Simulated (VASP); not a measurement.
# Al2O3 (P-6m2) in VASP: notebook, part 2 of 2

VASP 6.6.1. The steps go on from the part before.

### Step 4. Dielectric tensor, LDA

Input file INCAR:

```
ALGO = Normal ; EDIFF = 1E-8
ENCUT = 460 ; GGA = CA
ISIF = 2 ; ISMEAR = 0
LASPH = True ; LCHARG = False
LEPSILON = True ; LREAL = False
LWAVE = False ; NELM = 100
PREC = Accurate ; SIGMA = 0.01
```

Input file KPOINTS:

```
k-points
0
Gamma
  12 12 4
```

Input file POSCAR:

```
Al2O3
1.0
    2.8843249483      0.0000000000      0.0000000000
   -1.4421624742      2.4978986780      0.0000000000
    0.0000000000      0.0000000000      9.3367544600
Al O
2 3
Direct
    0.0000000000      0.0000000000      0.8500076700
    0.0000000000      0.0000000000      0.1499923300
    0.3333333333      0.6666666667      0.7776830800
    0.6666666667      0.3333333333      0.0000000000
    0.3333333333      0.6666666667      0.2223169200
```

Potentials or basis: VASP PAW LDA potentials, release 64 (Al, O).

Started as:

```console
> cat potpaw_LDA.64/Al/POTCAR potpaw_LDA.64/O/POTCAR > POTCAR
> mpirun -np 1 vasp_std > vasp.out
```

OUTCAR:

```text
EDIFF = 1E-8
   ENCUT = 460
   GGA = CA
   ISIF = 2
   ISMEAR = 0
   LASPH = True
   LEPSILON = True
   LREAL = False
   NELM = 100
   PREC = Accurate

 Found     57 irreducible k-points:

 Following reciprocal coordinates:
            Coordinates               Weight
  0.000000  0.000000  0.000000      1.000000
  0.083333  0.000000  0.000000      6.000000
  0.166667  0.000000  0.000000      6.000000
  0.250000  0.000000  0.000000      6.000000
  0.333333 -0.000000  0.000000      6.000000
  0.416667  0.000000  0.000000      6.000000
   k-points           NKPTS =     57   k-points in BZ     NKDIM =     57   number of bands    NBANDS=     16
   number of dos      NEDOS =    301   number of ions     NIONS =      5
   total plane-waves  NPLWV =  28000
   dimension x,y,z NGX =    20 NGY =   20 NGZ =   70
   dimension x,y,z NGXF=    40 NGYF=   40 NGZF=  140
   ions per type =               2   3
   NGX,Y,Z   is equivalent  to a cutoff of  11.53, 11.53, 12.46 a.u.
   NGXF,Y,Z  is equivalent  to a cutoff of  23.06, 23.06, 24.93 a.u.
 SYSTEM =  unknown system
   PREC   = accura    normal or accurate (medium, high low for compatibility)
   ISTART =      0    job   : 0-new  1-cont  2-samecut
   ICHARG =      2    charge: 1-file 2-atom 10-const
   ISPIN  =      1    spin polarized calculation?
   LNONCOLLINEAR =      F non collinear calculations
   LSORBIT =      F    spin-orbit coupling
   LASPH  =      T    aspherical Exc in radial PAW
   ENCUT  =  460.0 eV  33.81 Ry    5.81 a.u.   5.04  5.04 16.33*2*pi/ulx,y,z
   NELM   =    100;   NELMIN=  2; NELMDL= -5     # of ELM steps
   EDIFF  = 0.1E-07   stopping-criterion for ELM
   LREAL  =      F    real-space projection
   EDIFFG = 0.1E-06   stopping-criterion for IOM
   NSW    =      0    number of steps for IOM
   IBRION =     -1    ionic relax: 0-MD 1-quasi-New 2-CG
   NFREE  =      0    steps in history (QN), initial steepest desc. (CG)
   ISIF   =      2    stress and relaxation
   ISYM   =      2    0-nonsym 1-usesym 2-fastsym
   POTIM  = 0.5000    time-step for ionic-motion
[... 198 lines left out ...]
  ---------------------------------------------------
  free energy    TOTEN  =        -0.33705278 eV

  energy without entropy =       -0.33705278

------------------------ aborting loop because EDIFF is reached ----------------------------------------

--------------------------------------- Ionic step        2  -------------------------------------------

------------------------ aborting loop because EDIFF is reached ----------------------------------------

--------------------------------------- Ionic step        3  -------------------------------------------

 Free energy of the ion-electron system (eV)
  ---------------------------------------------------
  ---------------------------------------------------
  free energy    TOTEN  =        -0.18902151 eV

  energy without entropy =       -0.18902151

------------------------ aborting loop because EDIFF is reached ----------------------------------------

 PIEZOELECTRIC TENSOR FIELD DIRECTION 3  (e Angst)
 -----------------------------------------------------------------------------
    -0.00015  0.00000 -0.00000           ( -0.00000  0.00000  0.00000)
     0.00000 -0.00015 -0.00000           (  0.00000 -0.00000  0.00000)
     0.00000  0.00000  0.00041           (  0.00000  0.00000 -0.00000)

 PIEZOELECTRIC TENSOR FIELD DIRECTION 3  (C/m^2)
 -----------------------------------------------------------------------------
    -0.00004  0.00000 -0.00000
     0.00000 -0.00004 -0.00000
     0.00000  0.00000  0.00010

 MACROSCOPIC STATIC DIELECTRIC TENSOR (including local field effects in DFT)
 ------------------------------------------------------
           2.700062    -0.000000     0.000000
          -0.000000     2.700062     0.000000
           0.000000    -0.000000     1.944668
 ------------------------------------------------------

 PIEZOELECTRIC TENSOR (including local field effects)  for field in x, y, z        (e  Angst)
          XX          YY          ZZ          XY          YZ          ZX
  --------------------------------------------------------------------------------
  x     0.00000    -0.00000    -0.00000    -0.07118     0.00000     0.00000
  y    -0.07118     0.07118    -0.00000    -0.00000     0.00000     0.00000
  z     0.00000     0.00000     0.00000     0.00000     0.00000     0.00000

 PIEZOELECTRIC TENSOR (including local field effects)  for field in x, y, z        (C/m^2)
          XX          YY          ZZ          XY          YZ          ZX
  --------------------------------------------------------------------------------
  x     0.00000    -0.00000    -0.00000    -0.01695     0.00000     0.00000
  y    -0.01695     0.01695    -0.00000    -0.00000     0.00000     0.00000
  z     0.00000     0.00000     0.00000     0.00000     0.00000     0.00000

 BORN EFFECTIVE CHARGES (including local field effects) (in |e|, cummulative output)
 ---------------------------------------------------------------------------------
 ion    1
    1     3.01938    -0.00000     0.00000
    2    -0.00000     3.01938     0.00000
    3    -0.00000    -0.00000     1.51912
 ion    2
    1     3.01938    -0.00000     0.00000
    2    -0.00000     3.01938    -0.00000
    3     0.00000     0.00000     1.51912
 ion    3
    1    -1.90056     0.00000    -0.00000
    2     0.00000    -1.90056    -0.00000
    3    -0.00000     0.00000    -0.91605
 ion    4
    1    -2.23764     0.00000     0.00000
    2     0.00000    -2.23764     0.00000
    3     0.00000     0.00000    -1.20613
 ion    5
    1    -1.90056     0.00000     0.00000
    2     0.00000    -1.90056     0.00000
    3     0.00000     0.00000    -0.91605
```

OSZICAR:

```text
N       E                     dE             d eps       ncg     rms          rms(c)
DAV:   1     0.125003485020E+03    0.12500E+03   -0.11862E+04  1840   0.122E+03
DAV:   2    -0.368860075691E+02   -0.16189E+03   -0.15801E+03  2344   0.281E+02
DAV:   3    -0.446846212716E+02   -0.77986E+01   -0.77872E+01  2448   0.730E+01
[... 11 lines left out ...]
RMM:   8    -0.188814650722E+00   -0.79231E-05   -0.63016E-04  3945   0.294E-02    0.575E-03
RMM:   9    -0.188966615357E+00   -0.15196E-03   -0.22919E-04  4003   0.134E-02    0.254E-03
RMM:  10    -0.188997381635E+00   -0.30766E-04   -0.42342E-05  3950   0.589E-03    0.471E-04
RMM:  11    -0.189012047627E+00   -0.14666E-04    0.95533E-06  4004   0.173E-03    0.454E-04
RMM:  12    -0.189023065325E+00   -0.11018E-04   -0.26406E-05  4032   0.101E-03    0.578E-05
RMM:  13    -0.189021742040E+00    0.13233E-05   -0.10478E-06  3168   0.161E-04    0.157E-05
RMM:  14    -0.189021514619E+00    0.22742E-06    0.27130E-06  2026   0.628E-05    0.465E-06
```

Run time: 4.5 min. Hardware: 1 thread of Intel Xeon 6975P-C (Granite Rapids), shared host; peak memory 0.48 GiB.

These settings aren't checked as converged: the numbers below hold their error.

What came out:

- Band gap on the k mesh: 4.75 eV, indirect (least direct gap 4.99 eV)
- Electronic dielectric tensor (diagonal): 2.70, 2.70, 1.94
- Born charges (mean of the diagonal): Al +2.52; O -1.57, -1.89 e

### Step 5. G0W0 quasiparticle levels, LDA

POSCAR is that of step 4.

Input file INCAR.step1:

```
ALGO = Fast
EDIFF = 1E-8
ENCUT = 500
ISMEAR = 0
KPAR = 4
LASPH = True
LCHARG = False
LREAL = False
LWAVE = True
NELM = 100
PREC = Accurate
SIGMA = 0.01
```

Input file INCAR.step2:

```
ALGO = Exact
EDIFF = 1E-8
ENCUT = 500
ISMEAR = 0
ISTART = 1
KPAR = 4
LASPH = True
LCHARG = False
LOPTICS = True
LREAL = False
LWAVE = True
NBANDS = 292
NELM = 1
PREC = Accurate
SIGMA = 0.01
```

Input file INCAR.step3:

```
ALGO = EVGW0
EDIFF = 1E-8
ENCUT = 500
ENCUTGW = 150
ISMEAR = 0
ISTART = 1
KPAR = 4
LASPH = True
LCHARG = False
LREAL = False
LWAVE = False
NBANDS = 292
NBANDSGW = 20
NELMGW = 1
NOMEGA = 50
PREC = Accurate
PRECFOCK = Fast
SIGMA = 0.01
```

Input file KPOINTS:

```
k-points
0
Gamma
  4 4 1
```

Potentials or basis: VASP PAW LDA potentials, release 64 (Al_GW, O_GW).

Started as:

```console
> cat potpaw_LDA.64/Al_GW/POTCAR potpaw_LDA.64/O_GW/POTCAR > POTCAR
> cp INCAR.step1 INCAR
> mpirun -np 4 vasp_std > vasp.out
> cp INCAR.step2 INCAR
> mpirun -np 4 vasp_std > vasp.out
> cp INCAR.step3 INCAR
> mpirun -np 4 vasp_std > vasp.out
```

OUTCAR:

```text
EDIFF = 1E-8
   ENCUT = 500
   ENCUTGW = 150
   ISMEAR = 0
   ISTART = 1
   LASPH = True
   LREAL = False
   NELMGW = 1
   PREC = Accurate
   PRECFOCK = Fast

 ion  position               nearest neighbor table
   1  0.000  0.000  0.850-   3 1.80   3 1.80   3 1.80   4 2.18   4 2.18   4 2.18
   2  0.000  0.000  0.150-   5 1.80   5 1.80   5 1.80   4 2.18   4 2.18   4 2.18
   3  0.333  0.667  0.778-   1 1.80   1 1.80   1 1.80
   4  0.667  0.333  0.000-   1 2.18   2 2.18   1 2.18   2 2.18   1 2.18   2 2.18
   5  0.333  0.667  0.222-   2 1.80   2 1.80   2 1.80

  LATTYP: Found a hexagonal cell.
 ALAT       =     2.8843249483
 C/A-ratio  =     3.2370674689

  Lattice vectors:

 A1 = (   2.8843249483,   0.0000000000,   0.0000000000)
 A2 = (  -1.4421624742,   2.4978986780,   0.0000000000)
 A3 = (   0.0000000000,   0.0000000000,   9.3367544600)

Analysis of symmetry for initial positions (statically):
=====================================================================
 Subroutine PRICEL returns:
 Original cell was already a primitive cell.

 Routine SETGRP: Setting up the symmetry group for a
 hexagonal supercell.

 Subroutine GETGRP returns: Found 12 space group operations
 (whereof 12 operations were pure point group operations)
 out of a pool of 24 trial point group operations.

The static configuration has the point symmetry D_3h.

Analysis of symmetry for dynamics (positions and initial velocities):
=====================================================================
 Subroutine PRICEL returns:
 Original cell was already a primitive cell.

 Routine SETGRP: Setting up the symmetry group for a
 hexagonal supercell.

 Subroutine GETGRP returns: Found 12 space group operations
 (whereof 12 operations were pure point group operations)
 out of a pool of 24 trial point group operations.

The dynamic configuration has the point symmetry D_3h.
[... 75 lines left out ...]
   PREC   = accura    normal or accurate (medium, high low for compatibility)
   ISTART =      1    job   : 0-new  1-cont  2-samecut
   ICHARG =      0    charge: 1-file 2-atom 10-const
   ISPIN  =      1    spin polarized calculation?
   LNONCOLLINEAR =      F non collinear calculations
   LSORBIT =      F    spin-orbit coupling
   LASPH  =      T    aspherical Exc in radial PAW
   ENCUT  =  500.0 eV  36.75 Ry    6.06 a.u.   5.26  5.26 17.02*2*pi/ulx,y,z
   NELM   =     60;   NELMIN=  2; NELMDL=  0     # of ELM steps
   EDIFF  = 0.1E-07   stopping-criterion for ELM
   LREAL  =      F    real-space projection
   EDIFFG = 0.1E-06   stopping-criterion for IOM
   NSW    =      0    number of steps for IOM
   IBRION =     -1    ionic relax: 0-MD 1-quasi-New 2-CG
   NFREE  =      0    steps in history (QN), initial steepest desc. (CG)
   ISIF   =      0    stress and relaxation
   ISYM   =      3    0-nonsym 1-usesym 2-fastsym
   POTIM  = 0.5000    time-step for ionic-motion
   TEBEG  =    0.0;   TEEND  =   0.0 temperature during run
   PSTRESS=    0.0 pullay stress
   NELECT =      24.0000    total number of electrons
   NUPDOWN=      -1.0000    fix difference up-down
   EMIN   =  10.00;   EMAX   =-10.00  energy-range for DOS
   EFERMI =   0.00;   METHOD = LEGACY
   ISMEAR =     0;   SIGMA  =   0.01  broadening in eV -4-tet -1-fermi 0-gaus
   EFERMI_NEDOS =   21; number of points for ismear=-14 and -15
   IALGO  =     38    algorithm
   IMIX   =      4    mixing-type and parameters
     AMIX     =   0.40;   BMIX     =  1.00
     AMIX_MAG =   1.60;   BMIX_MAG =  1.00
  volume/ion in A,a.u.               =      13.45        90.79
  Fermi-wavevector in a.u.,A,eV,Ry     =   1.161111  2.194181 18.343074  1.348178
  Thomas-Fermi vector in A             =   2.297686
   LORBIT       =      0    0 simple, 1 ext, 2 COOP (PROOUT), +10 PAW based schemes
   GGA     = CA    functional components
   LHFCALC =     T    Hartree Fock is set to
   PRECFOCK=fast      Normal, Fast or Accurate (Low or Medium for compatibility)
   ENCUT4O =  -1.0   cutoff for four orbital integrals eV
   NKREDX  =     1    reduce k-point grid by
   NKREDY  =     1    reduce k-point grid by
   NKREDZ  =     1    reduce k-point grid by
   AEXX    =    1.0000 exact exchange contribution
   HFSCREEN=    0.0000 screening length (either q_TF or 0.3 A-1)
   HFSCREENC=   0.0000 screening length for correlation (either q_TF or 0.3 A-1)
   ENCUTFOCK=  -1.0 apply spherical cutoff to Coloumb kernel
   IVDW    =     0    specifies the selected vdW correction
   LEPSILON=     F    determine dielectric tensor
   LRPA    =     F    only Hartree local field effects (RPA)
   LRPAFORCE           =     F    calculate RPA forces
   ENCUTGW             = 150.0    cutoff for response function in eV
   ENCUTGWSOFT         = 120.0    soft cutoff for Coulomb kernel in GW response function in eV
   ENCUTLF             =  -1.0    cutoff for local field effects
   NELMGW              =     1    number of iterations in solving QP/BSE equation
   NELMHF              =     1    number of iterations in the inner HF iteration
   NKREDLFX            =     1    NKREDLFY  =   1   NKREDLFZ  =   1
 non-spin polarized calculation
 Gauss-broadening in eV      SIGMA  =   0.01
  energy-cutoff  :      500.00
  volume of cell :       67.27
 maximum number of plane-waves:      1719
 NGX is ok and might be reduce to    24
  NGX = 12; NGY = 12; NGZ = 40
   NGX = 11   NGY = 11   NGZ = 35
 maximum number of plane-waves:       283

 QP shifts <psi_nk| G(iteration)W_0 |psi_nk>: iteration 1
 for sc-GW calculations column KS-energies equals QP-energies in previous step
 and V_xc(KS)=  KS-energies - (<T + V_ion + V_H > + <T+V_H+V_ion>^1  + <V_x>^1)

 k-point   1 :       0.0000    0.0000    0.0000
  band No.  KS-energies  QP-energies   sigma(KS)   V_xc(KS)     V^pw_x(r,r')   Z            occupation Imag(sigma)

      1     -18.4323     -20.8514     -20.9461     -17.5758     -29.4490       0.7178       2.0000       1.2184
      2     -17.3905     -20.0517     -21.9476     -18.3135     -30.1543       0.7323       2.0000       1.1222
      3     -16.1453     -18.6405     -22.5707     -19.1921     -30.9206       0.7385       2.0000       1.0817
      4      -4.9579      -6.6403     -18.4111     -16.1855     -22.7837       0.7559       2.0000       0.1584
      5      -2.0902      -3.9169     -19.3501     -17.0122     -23.1980       0.7814       2.0000       0.1140
      6      -1.4576      -2.9703     -21.2689     -19.3488     -25.0262       0.7879       2.0000       0.1020
[... 71 lines left out ...]
      6      -4.3059      -6.0844     -18.6767     -16.3736     -22.6357       0.7722       2.0000       0.1279
[... 12 lines left out ...]
     19      12.8393      14.8001     -11.2577     -13.6706      -6.8764       0.8126       0.0000      -0.0927
     20      13.7448      15.9497     -10.7802     -13.4982      -6.2492       0.8112       0.0000      -0.1042
```

Wall time 84 s (4 MPI ranks of AMD EPYC 7R13 (Zen 3), shared host); peak memory 0.51 GiB.

Results:

- Band gap on the k mesh, mean-field level: 4.82 eV, indirect (least direct gap 5.00 eV)
- Quasiparticle gap: 7.76 eV
- Least direct quasiparticle gap: 7.97 eV

Caveat: the k mesh is coarse (spacing up to 0.67 Å⁻¹), so the values aren't converged; bands, screening cutoff and mesh are small and nothing is extrapolated, so the quasiparticle values aren't converged; an odd mesh through Γ misses points on the zone boundary, where band edges often lie.
